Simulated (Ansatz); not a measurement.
Relaxation path: Li (omega type)

DFT, PBE, PAW with Ansatz's default frozen-core files, scalar-relativistic (Ansatz 0.2.0); a Γ-centred 10×10×14 k mesh, Fermi–Dirac smearing of 0.08 eV, no spin polarisation. The run relaxes cell and atoms at a target pressure of 51 GPa.

Command: `ansatz run input.yaml --threads 1 --pin off --max-ram 3584MiB --backend cpu --events-out ev --progress --plain --runs-dir out` It took 14 s on 1 thread of Arm Neoverse V2, with other jobs on the host, peak memory 0.3 GiB.

PAW: frozen-core files, cutoff 420 eV; forces are relaxed below 0.005 eV/Å.

Each step lists its enthalpy F + pV a cell above the last geometry, the pressure, the cell vectors (Å), and Cartesian positions (Å) with forces (eV/Å).

The first step:

```
step 1  dH = 47.49 meV  P = 51.3 GPa
  cell 3.6214 0.0000 0.0000  -1.8107 3.1362 0.0000  0.0000 0.0000 2.2453
  Li 0.0000 0.0000 0.0000   0.0000 0.0000 0.0000
  Li 0.0000 2.0908 1.1226   0.0000 0.0000 0.0000
  Li 1.8107 1.0454 1.1226   0.0000 0.0000 0.0000
```

The symmetry of the start is kept and no stability test is made, so the end need not be the stable phase.

Question: Where does the relaxation end, and by which steps?

Answer: After 8 geometries, with conventional a, b, c = 3.779, 3.779, 2.051 Å, at 8.457 Å³/atom (-0.52 % against the start) in space group P6/mmm, with a shortest distance of 2.051 Å. The further steps:
```
step 2  dH = 36.60 meV  P = 51.2 GPa
  cell 3.6432 0.0000 0.0000  -1.8216 3.1551 0.0000  0.0000 0.0000 2.2183
  Li 0.0000 0.0000 0.0000   0.0000 0.0000 0.0000
  Li 0.0000 2.1034 1.1091   0.0000 0.0000 0.0000
  Li 1.8216 1.0517 1.1091   0.0000 0.0000 0.0000
step 3  dH = 4.15 meV  P = 50.9 GPa
  cell 3.7344 0.0000 0.0000  -1.8672 3.2341 0.0000  0.0000 0.0000 2.1088
  Li 0.0000 0.0000 0.0000   0.0000 0.0000 0.0000
  Li 0.0000 2.1561 1.0544   0.0000 0.0000 0.0000
  Li 1.8672 1.0780 1.0544   0.0000 0.0000 0.0000
step 4  dH = 1.44 meV  P = 52.1 GPa
  cell 3.7895 0.0000 0.0000  -1.8947 3.2818 0.0000  0.0000 0.0000 2.0203
  Li 0.0000 0.0000 0.0000   0.0000 0.0000 0.0000
  Li 0.0000 2.1878 1.0102   0.0000 0.0000 0.0000
  Li 1.8947 1.0939 1.0102   0.0000 0.0000 0.0000
step 5  dH = 13.78 meV  P = 46.4 GPa  (not accepted)
  cell 3.8456 0.0000 0.0000  -1.9228 3.3304 0.0000  0.0000 0.0000 2.0437
  Li 0.0000 0.0000 0.0000   0.0000 0.0000 0.0000
  Li 0.0000 2.2202 1.0218   0.0000 0.0000 0.0000
  Li 1.9228 1.1101 1.0218   0.0000 0.0000 0.0000
step 6  dH = 0.20 meV  P = 51.1 GPa
  cell 3.7888 0.0000 0.0000  -1.8944 3.2812 0.0000  0.0000 0.0000 2.0372
  Li 0.0000 0.0000 0.0000   0.0000 0.0000 0.0000
  Li 0.0000 2.1874 1.0186   0.0000 0.0000 0.0000
  Li 1.8944 1.0937 1.0186   0.0000 0.0000 0.0000
step 7  dH = 0.00 meV  P = 51.0 GPa
  cell 3.7804 0.0000 0.0000  -1.8902 3.2740 0.0000  0.0000 0.0000 2.0491
  Li 0.0000 0.0000 0.0000   0.0000 0.0000 0.0000
  Li 0.0000 2.1826 1.0246   0.0000 0.0000 0.0000
  Li 1.8902 1.0913 1.0246   0.0000 0.0000 0.0000
step 8  dH = 0.00 meV  P = 51.0 GPa
  cell 3.7794 0.0000 0.0000  -1.8897 3.2730 0.0000  0.0000 0.0000 2.0509
  Li 0.0000 0.0000 0.0000   0.0000 0.0000 0.0000
  Li 0.0000 2.1820 1.0255   0.0000 0.0000 0.0000
  Li 1.8897 1.0910 1.0255   0.0000 0.0000 0.0000
step 9  dH = 0.04 meV  P = 51.0 GPa  (same geometry on a basis chosen anew; earlier energies don't compare to the last digit)
  cell 3.7794 0.0000 0.0000  -1.8897 3.2730 0.0000  0.0000 0.0000 2.0509
  Li 0.0000 0.0000 0.0000   0.0000 0.0000 0.0000
  Li 0.0000 2.1820 1.0255   0.0000 0.0000 0.0000
  Li 1.8897 1.0910 1.0255   0.0000 0.0000 0.0000
```
